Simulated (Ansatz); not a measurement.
The system is HfO2.

```
CELL_PARAMETERS angstrom
0.00000 2.55750 2.55750
2.55750 0.00000 2.55750
2.55750 2.55750 0.00000
ATOMIC_POSITIONS crystal
Hf 0.00000 0.00000 0.00000
O 0.75000 0.75000 0.75000
O 0.25000 0.25000 0.25000
```

Measurements of this composition are mostly on another form, of space group No. 14.

Program: Ansatz 0.2.0. Alike in all runs: task single point; potentials or basis Ansatz PAW; no spin polarisation; cell as given; k mesh 5 × 5 × 5; cutoff (eV) 420; smearing fermi-dirac 0.05 eV; the mesh is coarse, so values aren't converged.

Question: Order these runs on this cell by their band gap on the k mesh, lowest first.
A. level HSE06 form with a typed share of exact exchange; share of exact exchange 0.15
B. level HSE06 form with a typed share of exact exchange; share of exact exchange 0
C. level HSE06; share of exact exchange 0.25
D. level HSE06 form with a typed share of exact exchange; share of exact exchange 0.1
E. level HSE06 form with a typed share of exact exchange; share of exact exchange 0.5

Answer: B (4.02 eV), D (4.67 eV), A (5.00 eV), C (5.69 eV), E (7.43 eV).

Caveats: all runs use coarse meshes; odd divisions of the mesh miss points on the zone boundary, where band edges often lie, so the gap on the mesh can be too wide; spin-orbit coupling is left out, which moves the levels of the heavy elements.

A k mesh can miss the band edges.
